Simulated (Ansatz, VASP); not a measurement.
This is a calculation of GaAs for VASP 6.6.1. 

Contents of INCAR:

```
  PREC = Accurate
  ENCUT = 600
  EDIFF = 1E-6
  ISMEAR = -1
  SIGMA = 0.05
  LREAL = F
  LASPH = T
  NELM = 100
  ALGO = Fast
  ISIF = 3
  LWAVE = F
  LCHARG = F
  GGA = PE
  IVDW = 13
  IBRION = 2
  NSW = 40
  EDIFFG = -0.005
```

File KPOINTS:

```
Automatic mesh
0
Gamma
  8 8 8
```

Contents of POSCAR:

```
GaAs
1.0
    0.0000000000      2.8268500000      2.8268500000
    2.8268500000      0.0000000000      2.8268500000
    2.8268500000      2.8268500000      0.0000000000
As Ga
1 1
Direct
    0.7500000000      0.7500000000      0.7500000000
    0.0000000000      0.0000000000      0.0000000000
```

Potentials or basis: VASP PAW PBE potentials, release 64 (As, Ga_d).

The run is started by

```console
$ cat potpaw_PBE.64/As/POTCAR potpaw_PBE.64/Ga_d/POTCAR > POTCAR
$ mpirun -np 1 vasp_std > vasp.out
```

Task: Set up the same calculation for Ansatz 0.2.0. Potentials or basis there: all-electron LAPW, scalar-relativistic.

Result: As run (cutoffs and basis follow the program's own potentials, and thresholds, step limits or extra output files can differ):

input.yaml

```yaml
crystal:
  lattice:
    - [0.0, 2.82685, 2.82685]
    - [2.82685, 0.0, 2.82685]
    - [2.82685, 2.82685, 0.0]
  atoms:
    - { symbol: As, position: [0.75, 0.75, 0.75] }
    - { symbol: Ga, position: [0.0, 0.0, 0.0] }
kpoints:
  mp_grid: { grid: [8, 8, 8] }
scf:
  occupations: { method: fermi_dirac, width: 0.05 }
hamiltonian:
  xc: pbe
  dispersion: d4
  pseudopotentials: { kind: all_electron, lapw: { basis_error: 0.001 } }
output:
  forces: true
  stress: true
relax:
  f_tol: 0.01
  max_steps: 60
  cell: {}
```

Potentials or basis: all-electron LAPW, scalar-relativistic.

Run with:

```bash
$ ansatz run input.yaml --threads 1 --pin off --max-ram 3072MiB --backend cpu --events-out ev --progress --plain --runs-dir out
```

Both were run:

|  | VASP | Ansatz |
| --- | --- | --- |
| Relaxed volume | 22.73 Å³/atom | 22.66 Å³/atom |
| Relaxed cell | a = 4.006 Å, b = 4.006 Å, c = 4.006 Å, α = 60.00°, β = 60.00°, γ = 60.00° | a = 4.002 Å, b = 4.002 Å, c = 4.002 Å, α = 60.00°, β = 60.00°, γ = 60.00° |
| Space group after relaxing | F-43m (No. 216) | F-43m (No. 216) |
| Pressure after relaxing | 0.0 GPa | 0.0 GPa |

Where Ansatz's input types no cutoff or centring, it takes its own default and a Γ-centred mesh.

Pressure is positive in compression.
